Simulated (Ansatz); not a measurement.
# SiC: equation of state

One table from this session's results is given with a row withheld; the runs are named, their logs left out.

Method: DFT PBEsol, scalar-relativistic, in Ansatz 0.2.0.

## The system as given

Symmetry: P6_3mc, No. 186, hexagonal system. The conventional cell has a = 3.076 Å, b = 3.076 Å, c = 5.048 Å, α = 90.00°, β = 90.00°, γ = 120.00°. Si (site symmetry 3m) is surrounded by 4 C at 1.87 to 1.94 Å. C (site symmetry 3m) has 4 Si at 1.87 to 1.94 Å as nearest neighbours.

Coordinates:

```
Si C
1.0
     3.07600    0.00000    0.00000
    -1.53800    2.66389    0.00000
     0.00000    0.00000    5.04800
Si C
2 2
Cartesian
  0.0000 1.7759 0.0000
  1.5380 0.8880 2.5240
  0.0000 1.7759 1.9435
  1.5380 0.8880 4.4675
```

Atoms are numbered in the order of the input: Si1, Si2, C3, C4.

Set-up of the first run:

Input file input.yaml:

```yaml
crystal:
  lattice:
    - [3.0344255669, 0.0, 0.0]
    - [-1.5172127834, 2.6278896269, 0.0]
    - [0.0, 0.0, 4.9797754205]
  atoms:
    - { symbol: Si, position: [0.3333333333, 0.6666666667, 0.0] }
    - { symbol: Si, position: [0.6666666667, 0.3333333333, 0.5] }
    - { symbol: C, position: [0.3333333333, 0.6666666667, 0.385] }
    - { symbol: C, position: [0.6666666667, 0.3333333333, 0.885] }
kpoints:
  mp_grid: { grid: [15, 15, 8] }
  band_path:
    path:
      - [0.0, 0.0, 0.0]
      - [0.5, 0.0, 0.0]
      - [0.3333333333, 0.3333333333, 0.0]
      - [0.0, 0.0, 0.0]
      - [0.0, 0.0, 0.5]
      - [0.5, 0.0, 0.5]
      - [0.3333333333, 0.3333333333, 0.5]
      - [0.0, 0.0, 0.5]
      - [0.5, 0.0, 0.5]
    npoints: 5
scf:
  occupations: { method: fermi_dirac, width: 0.08 }
hamiltonian:
  xc: pbesol
  pseudopotentials: { kind: all_electron, lapw: { basis_error: 0.001 } }
output:
  forces: true
  stress: true
  eigenvalues: true
```

On the command line:

```bash
$ ansatz run input.yaml --threads 1 --pin off --max-ram 6144MiB --backend cpu --events-out ev --progress --plain --runs-dir out
```

Steps of the session up to this table: Volume × 0.96, LAPW; Volume × 0.96, PAW; Volume × 0.96, crystal datasets; Volume × 0.99, LAPW; Volume × 0.99, PAW; Volume × 0.99, crystal datasets; Volume × 1.02, LAPW; Volume × 1.02, PAW; Volume × 1.02, crystal datasets; Volume × 1.06, LAPW; Volume × 1.06, PAW; Volume × 1.06, crystal datasets.

One table of the session follows, with a row left open; its other results are not shown here.

```
          method  volume (Å³/atom)  gap on the k mesh (eV)  largest force (eV/Å)
            LAPW             9.927                    2.09                 0.812
            LAPW            10.238                    2.15                 0.762
            LAPW            10.548                    2.21                 0.715
            LAPW            10.961                    2.27                 0.659
             PAW             9.927                    2.09                 0.814
             PAW            10.238                    2.15                 0.763
             PAW            10.548                    2.21                 0.716
             PAW            10.961                       ?                     ?
crystal datasets             9.927                    2.10                 0.812
crystal datasets            10.238                    2.15                 0.762
crystal datasets            10.548                    2.21                 0.715
crystal datasets            10.961                    2.27                 0.659
```

Q: Estimate the row for PAW, 10.961 from the others.

As computed: gap on the k mesh (eV): 2.27; largest force (eV/Å): 0.660.

Caveats from the session: Shape and positions are held, so a fully relaxed modulus can be lower. Warnings in the runs' records: crystal datasets made.
